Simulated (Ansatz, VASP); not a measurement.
**Two plane-wave programs on AgCl**

The input POSCAR:

```
AgCl
1.0
    0.0000000000      2.7351899843      2.7351899843
    2.7351899843      0.0000000000      2.7351899843
    2.7351899843      2.7351899843      0.0000000000
Ag Cl
1 1
Direct
    0.0000000000      0.0000000000      0.0000000000
    0.5000000000      0.5000000000      0.5000000000
```

INCAR.step1

```
SYSTEM = AgCl
ALGO     = Normal         ! electronic algorithm
EDIFF    = 1E-4           ! SCF threshold, eV
ENCUT    = 520            ! plane-wave cutoff, eV
GGA      = PE             ! functional
ISMEAR   = -1             ! smearing method
LASPH    = .True.         ! aspherical terms in the spheres
LCHARG   = .False.        ! write CHGCAR
LREAL    = .False.        ! projectors in reciprocal space
LWAVE    = .True.         ! write WAVECAR
NBANDS   = 16             ! bands
NELM     = 80             ! most SCF steps
PREC     = Accurate       ! precision mode
SIGMA    = 0.01           ! smearing width, eV
```

INCAR.step2

```
SYSTEM = AgCl
ALGO     = Normal         ! electronic algorithm
EDIFF    = 1E-8           ! SCF threshold, eV
ENCUT    = 520            ! plane-wave cutoff, eV
ISIF     = 2              ! what is computed and relaxed
ISMEAR   = -1             ! smearing method
ISTART   = 1            
LASPH    = .True.         ! aspherical terms in the spheres
LCHARG   = .False.        ! write CHGCAR
LEFG     = .True.       
LMIXTAU  = .True.       
LREAL    = .False.        ! projectors in reciprocal space
LWAVE    = .False.        ! write WAVECAR
METAGGA  = R2SCAN         ! meta-GGA
NBANDS   = 16             ! bands
NELM     = 80             ! most SCF steps
PREC     = Accurate       ! precision mode
SIGMA    = 0.01           ! smearing width, eV
```

The input KPOINTS:

```
k-points
0
Gamma
  9 9 9
  0 0 0
```

Input for Ansatz:

```yaml
crystal:
  lattice:
    - [0.0, 2.7351899843, 2.7351899843]
    - [2.7351899843, 0.0, 2.7351899843]
    - [2.7351899843, 2.7351899843, 0.0]
  atoms:
    - { symbol: Ag, position: [0.0, 0.0, 0.0] }
    - { symbol: Cl, position: [0.5, 0.5, 0.5] }
kpoints:
  mp_grid: { grid: [9, 9, 9] }
scf:
  occupations: { method: fermi_dirac, width: 0.01 }
hamiltonian:
  xc: r2scan
  pseudopotentials: { kind: paw }
output:
  forces: true
  stress: true
  eigenvalues: true
  efg: { contact_densities: true }
```

Change from the starting cell: volume scaled by 0.96, PAW files.

Alike in both runs: task electric field gradients; functional r2SCAN; k mesh 9 × 9 × 9; occupations fermi-dirac, width 0.01 eV; no spin polarisation.

|  | VASP | Ansatz |
| --- | --- | --- |
| version | VASP 6.6.1 | Ansatz 0.2.0 |
| potentials or method | VASP PAW PBE potentials, release 64 (Ag, Cl) | PAW with Ansatz's default frozen-core files, scalar-relativistic |
| plane-wave cutoff (eV) | 520 | 500 |
| valence electrons in the cell | 18 | 26 |

|  | VASP | Ansatz | Ansatz less VASP |
| --- | --- | --- | --- |
| gap on the k mesh at the Fermi level (eV) | 1.48 | 1.53 | +0.053 |
| pressure (GPa) | 2.2 | 2.3 | +0.07 |
| Vzz of the field gradient on the site that differs most (V/Å²) | 0.0 | 0.0 | 0.00 |

The two sets of potentials don't hold the same shells in valence. Ansatz warned: «gradients_without_spin_orbit».

Caveats: the PAW data sets were made with another functional, which shifts forces and pressure a little (VASP); an odd mesh through Γ misses points on the zone boundary, where band edges often lie.
